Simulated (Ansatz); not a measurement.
InSb: distorted cells

The calculation used DFT PBE, scalar-relativistic, plane waves, PAW in Ansatz.

Plane waves to 420 eV, a k mesh through Γ of 14×14×8 on the computed 2-atom cell and Gaussian smearing (0.10 eV); no spin polarisation.

Reference cell:

```yaml
crystal:
  lattice:
    - [3.07666, 0.00000, 0.00000]
    - [0.00000, 3.07666, 0.00000]
    - [0.00000, 0.00000, 6.21547]
  atoms:
    - { symbol: In, position: [0.00000, 0.00000, 0.00000] }
    - { symbol: Sb, position: [0.00000, 0.00000, 0.50000] }
```

Each variant moves atoms of this cell by the vectors given, if any (Å), and then applies a symmetric strain (tensor components, Cartesian axes). The reference cell isn't relaxed at this level. Energies are per atom at zero smearing, counted from the lowest variant. Pressure is positive in compression.

1. strain (xx yy zz yz xz xy, %) 5.36 5.36 2.36 0.00 0.00 0.00
2. strain (xx yy zz yz xz xy, %) -4.60 -4.60 4.40 0.00 0.00 0.00
3. strain (xx yy zz yz xz xy, %) -3.62 -3.62 2.38 0.00 0.00 0.00

| result | ΔE (meV/atom) | P (GPa) |
| --- | --- | --- |
| A | 7.7 | -3.71 |
| B | 0.0 | 3.76 |
| C | 29.4 | 4.40 |

(1) Which variant gave which result?

Answers

(1) A is 1, B is 3, C is 2. The pressure falls as the cell grows: from the smallest volume to the largest the variants are 2, 3, 1.

This form isn't the usual stable structure of the compound.